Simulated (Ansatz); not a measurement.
# CdSe: the cell at several levels of theory

An exercise on one series of results from a longer session: the logs are not shown, and one member is left open.

Code: Ansatz 0.2.0. PAW datasets, plane waves, zero pressure. No spin polarisation and no zero-point or thermal motion.

## The system as given

It is cubic, F-43m (No. 216); a = 6.141 Å in the conventional setting, 28.94 Å³ an atom. Around Cd lie 4 Se at 2.66 Å; around Se lie 4 Cd at 2.66 Å.

Coordinates:

```
Cd Se
1.0
     0.00000    3.07027    3.07027
     3.07027    0.00000    3.07027
     3.07027    3.07027    0.00000
Cd Se
1 1
Direct
  0.00000 0.00000 0.00000
  0.75000 0.75000 0.75000
```

Set-up of the first run:

input.yaml

```yaml
crystal:
  lattice:
    - [0.0, 3.0702711986, 3.0702711986]
    - [3.0702711986, 0.0, 3.0702711986]
    - [3.0702711986, 3.0702711986, 0.0]
  atoms:
    - { symbol: Cd, position: [0.0, 0.0, 0.0] }
    - { symbol: Se, position: [0.75, 0.75, 0.75] }
kpoints:
  mp_grid: { grid: [6, 6, 6] }
hamiltonian:
  xc: pbe
scf:
  occupations: { method: fermi_dirac, width: 0.02 }
relax:
  f_tol: 0.005
  cell: {}
output:
  write_density: true
  write_potential: true
  elf: true
  volumetric_format: npy
```

The run is started by

```sh
> ansatz run input.yaml --threads 2 --pin off --max-ram 2211MiB --backend cpu --events-out ev --progress --plain --runs-dir out
```

Steps of the session up to this table: Relaxation with PBE; Relaxing with r2SCAN; Relaxing with PBEsol; Relaxing with LDA; HSE06: cell and atoms.

One table of the session follows, with a row left open; its other results are not shown here.

It belongs to the step «The cells side by side». 

| level | a (Å) | volume (Å³/atom) |
| --- | --- | --- |
| PBE | 6.197 | 29.751 |
| r2SCAN | 6.136 | 28.872 |
| PBEsol | 6.082 | 28.126 |
| LDA | ? | ? |
| HSE06 | 6.151 | 29.085 |

Estimate the missing values for LDA.

The run gave: a (Å): 6.009; volume (Å³/atom): 27.122. In the column «a (Å)» it is the lowest.

What this shows: The first relaxation changed the volume by +2.8 % from the start. The volume runs from LDA (least) to PBE (most), a spread of 9.7 %, or 3.1 % in length if all axes shared it alike. The meshes differ: PBE 6×6×6, r2SCAN 6×6×6, PBEsol 6×6×6, LDA 6×6×6, HSE06 4×4×4.
